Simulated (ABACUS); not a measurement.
# BAs in ABACUS: the effect of exact exchange share

Crystal: BAs.

```
CELL_PARAMETERS angstrom
0.00000 2.38850 2.38850
2.38850 0.00000 2.38850
2.38850 2.38850 0.00000
ATOMIC_POSITIONS crystal
As 0.75000 0.75000 0.75000
B 0.00000 0.00000 0.00000
```

Alike in all runs:

| Item | Value |
| --- | --- |
| Program | ABACUS 3.10.1 |
| Task | single point |
| Potentials or basis | PseudoDojo NC SR 0.4.1 PBE standard |
| Cutoff | 1361 eV |
| Density cutoff | 5442 eV |
| Basis | DZP LCAO (the cutoffs set its grid) |
| k mesh | 4 × 4 × 4 |
| Occupations | fermi-dirac, width 0.05 eV |
| Spin | no spin polarisation |

```tsv
exact exchange share	functional	gap on the mesh (eV)
0.1	HSE-type (share 0.1, screening 0.11/bohr)	1.88
0.25	HSE-type (share 0.25, screening 0.11/bohr)	?
0.4	HSE-type (share 0.4, screening 0.11/bohr)	3.03
```

**Question.** What does the run with exact exchange share 0.25 give?

**Answer.** gap on the mesh 2.44 eV.

Caveats: all runs use coarse meshes; the atomic orbitals were generated for these runs and aren't a published set; the hybrid runs on potentials with a model core; gaps of hybrids in this basis differ from plane-wave ones by up to 0.1 eV; the basis of atomic orbitals isn't converged, which shifts pressures, moduli and gaps.

A k mesh can miss the band edges.

Runs at the PBE level aren't shown here.
